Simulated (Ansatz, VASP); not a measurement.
**Nb: VASP beside Ansatz**

The input INCAR:

```
SYSTEM = Nb
  PREC = Accurate
  ENCUT = 520
  EDIFF = 1E-6
  ISMEAR = 1
  SIGMA = 0.005
  LREAL = .False.
  LASPH = .True.
  NELM = 80
  ALGO = Normal
  ISIF = 2
  LWAVE = .False.
  LCHARG = .False.
  GGA = PS
  NBANDS = 12
```

KPOINTS

```
regular mesh
0
Gamma
  14 14 14
  0 0 0
```

The input POSCAR:

```
Nb
1.0
    2.6602353944      0.0000000000      0.0000000000
    0.0000000000      2.6602353944      0.0000000000
    0.0000000000      0.0000000000      2.6602353944
Nb
1
Direct
    0.0000000000      0.0000000000      0.0000000000
```

Input for Ansatz:

```yaml
crystal:
  lattice:
    - [2.6602353944, 0.0, 0.0]
    - [0.0, 2.6602353944, 0.0]
    - [0.0, 0.0, 2.6602353944]
  atoms:
    - { symbol: Nb, position: [0.0, 0.0, 0.0] }
kpoints:
  mp_grid: { grid: [14, 14, 14] }
scf:
  occupations: { method: cold, width: 0.005 }
hamiltonian:
  xc: pbesol
  pseudopotentials: { kind: all_electron, datasets: crystal }
output:
  forces: true
  stress: true
  eigenvalues: true
```

This isn't the form of Nb at room conditions, which is bcc.

Alike in both runs: task single point; functional PBEsol; k mesh 14 × 14 × 14; no spin polarisation.

|  | VASP | Ansatz |
| --- | --- | --- |
| version | VASP 6.6.1 | Ansatz 0.2.0 |
| potentials or method | VASP PAW PBE potentials, release 64 (Nb_sv) | all-electron PAW with datasets made for the crystal, scalar-relativistic |
| plane-wave cutoff (eV) | 520 | see its input |
| occupations | methfessel-paxton of order 1, width 0.005 eV | cold, width 0.005 eV |

```tsv
	VASP	Ansatz	Ansatz less VASP
gap on the k mesh at the Fermi level (eV)	none	none	-
pressure (GPa)	3.3	3.3	0.00
```

A gap of «none» marks a metal or a gap that the smearing closes. Ansatz ran all-electron here, so the differences hold the error of VASP's frozen core and of both bases.

Caveats: the PAW data sets were made with another functional, which shifts forces and pressure a little (VASP).
